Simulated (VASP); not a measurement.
## InP in VASP 6.6.1, single-point calculation

INCAR

```
EDIFF = 1E-7
LCHARG = .FALSE.
LREAL = .FALSE.
LASPH = .TRUE.
NELM = 59
NBANDS = 16
IBRION = -1
ISIF = 2
LWAVE = .FALSE.
ENCUT = 520
ISMEAR = -1
PREC = Accurate
GGA = PE
NSW = 0
SIGMA = 0.02
```

KPOINTS

```
KPOINTS created by Atomic Simulation Environment
0
Gamma
12 12 12
0 0 0
```

POSCAR

```
In P
 1.0000000000000000
     0.0000000000000000    2.9537876505999998    2.8947118976000001
     2.9537876505999998    0.0000000000000000    2.8947118976000001
     2.9537876505999998    2.9537876505999998    0.0000000000000000
 In  P
   1   1
Cartesian
  0.0000000000000000  0.0000000000000000  0.0000000000000000
  1.4768938252999999  1.4768938252999999  1.4473559487999998
```

The recommended PBE PAW datasets give the neutral cell 18 valence electrons.

Command

```
mpirun -np 1 vasp_std
```

OSZICAR

```
N       E                     dE             d eps       ncg     rms          rms(c)
DAV:   1     0.113104692574E+03    0.11310E+03   -0.83799E+03  5264   0.125E+03
DAV:   2    -0.114229322995E+01   -0.11425E+03   -0.10941E+03  5912   0.302E+02
DAV:   3    -0.859630912029E+01   -0.74540E+01   -0.74202E+01  6624   0.751E+01
DAV:   4    -0.879540414130E+01   -0.19910E+00   -0.19903E+00  6944   0.132E+01
DAV:   5    -0.880469086205E+01   -0.92867E-02   -0.92866E-02  7584   0.243E+00    0.565E+00
DAV:   6    -0.841243969322E+01    0.39225E+00   -0.62012E-01  8464   0.128E+01    0.340E+00
DAV:   7    -0.838354068215E+01    0.28899E-01   -0.16077E-01  7496   0.318E+00    0.126E+00
DAV:   8    -0.838391287742E+01   -0.37220E-03   -0.15568E-02  6520   0.147E+00    0.326E-01
DAV:   9    -0.838452614300E+01   -0.61327E-03   -0.13018E-03  6824   0.384E-01    0.155E-01
DAV:  10    -0.838467538981E+01   -0.14925E-03   -0.24898E-04  8024   0.209E-01    0.102E-01
DAV:  11    -0.838475092680E+01   -0.75537E-04   -0.11673E-04  6448   0.945E-02    0.427E-02
DAV:  12    -0.838475042166E+01    0.50513E-06   -0.78858E-06  6328   0.283E-02    0.120E-02
DAV:  13    -0.838475079911E+01   -0.37744E-06   -0.14487E-06  6736   0.597E-03    0.935E-03
DAV:  14    -0.838475095350E+01   -0.15439E-06   -0.21454E-07  6832   0.459E-03    0.177E-03
DAV:  15    -0.838475097565E+01   -0.22145E-07   -0.10988E-08  4752   0.870E-04
   1 F= -.83847510E+01 E0= -.83847510E+01  d E =-.115384E-09
```

From OUTCAR

```
k-points           NKPTS =    163   k-points in BZ     NKDIM =    163   number of bands    NBANDS=     16

   NELECT =      18.0000    total number of electrons

   dimension x,y,z NGX =    32 NGY =   32 NGZ =   32
   dimension x,y,z NGXF=    64 NGYF=   64 NGZF=   64

  energy-cutoff  :      520.00
  volume of cell :       50.51
      direct lattice vectors                 reciprocal lattice vectors
     0.000000000  2.953787651  2.894711898    -0.169274186  0.169274186  0.172728761
     2.953787651  0.000000000  2.894711898     0.169274186 -0.169274186  0.172728761
     2.953787651  2.953787651  0.000000000     0.169274186  0.169274186 -0.172728761

 k-points in reciprocal lattice and weights: KPOINTS created by Atomic Simulation Env
   0.00000000  0.00000000  0.00000000       0.001
   0.08333333  0.00000000  0.00000000       0.005
   0.16666667  0.00000000  0.00000000       0.005
   0.25000000  0.00000000  0.00000000       0.005
   0.33333333  0.00000000  0.00000000       0.005
   0.41666667 -0.00000000  0.00000000       0.005
   0.50000000  0.00000000  0.00000000       0.002
   0.08333333  0.08333333  0.00000000       0.001
   ...

 E-fermi :   5.5241

 k-point     1 :       0.0000    0.0000    0.0000
  band No.  band energies     occupation
      1      -9.0312      2.00000
      2      -9.0312      2.00000
      3      -9.0225      2.00000
      4      -8.8796      2.00000
      5      -8.8769      2.00000
      6      -6.3428      2.00000
      7       5.1183      2.00000
      8       5.1183      2.00000
      9       5.2099      2.00000
     10       5.8403      0.00000
     11       9.2244      0.00000
     12       9.2549      0.00000
     13       9.2549      0.00000
     14      13.7105      0.00000
     15      14.4398      0.00000
     16      14.7407      0.00000

 k-point     2 :       0.0833    0.0000    0.0000
  band No.  band energies     occupation
      1      -9.0379      2.00000
      2      -9.0278      2.00000
      3      -9.0211      2.00000
      4      -8.8797      2.00000
      5      -8.8768      2.00000
      6      -6.2632      2.00000
      7       4.2349      2.00000
      8       5.0279      2.00000
      9       5.0958      2.00000
     10       6.5030      0.00000
     11       9.2628      0.00000
     12       9.3822      0.00000
     13       9.3855      0.00000
     14      14.0848      0.00000
     15      14.1083      0.00000
     16      14.3561      0.00000

 k-point     3 :       0.1667    0.0000    0.0000
  band No.  band energies     occupation
      1      -9.0601      2.00000
      2      -9.0188      2.00000
      3      -9.0131      2.00000
      4      -8.8796      2.00000
      5      -8.8758      2.00000
      6      -6.0313      2.00000
      7       2.9702      2.00000
      8       4.8061      2.00000
      9       4.8878      2.00000
     10       6.9384      0.00000
     11       9.5910      0.00000
     12       9.6783      0.00000
     13       9.7328      0.00000
     14      13.6753      0.00000
     15      13.8420      0.00000
     16      14.6462      0.00000

 ...

  Total        0.8708727      0.8708727      1.1136910      0.0000000      0.0000000     -0.0000000
  in kB       27.6230335     27.6230335     35.3249376      0.0000000      0.0000000     -0.0000000
  external PRESSURE =      30.1903349 kB  Pullay stress =       0.0000000 kB

 POSITION                                       TOTAL-FORCE (eV/Angst)
 -----------------------------------------------------------------------------------
      0.00000      0.00000      0.00000         0.000000     -0.000000     -0.000000
      1.47689      1.47689      1.44736        -0.000000      0.000000      0.000000
 -----------------------------------------------------------------------------------
    total drift:                                0.000000      0.000000     -0.000001

  FREE ENERGIE OF THE ION-ELECTRON SYSTEM (eV)
  ---------------------------------------------------
  free  energy   TOTEN  =        -8.3847509756 eV

  energy  without entropy=       -8.3847509755  energy(sigma->0) =       -8.38475098
```

It converged. Results: gap between bands v and c on the k mesh 0.63 eV; least direct gap on the k mesh 0.63 eV; pressure 3.0 GPa. Band v is the last that the valence electrons fill when counted band by band, and c is the next.

For comparison, a separate PBE run of the intended cell, on usual settings and not on those above, gives a gap of 0.63 eV on its mesh and a pressure of 3.0 GPa.

The run above took about 40 s on one core of a shared host (Intel Xeon 6975P-C) and held 0.25 GiB at most.
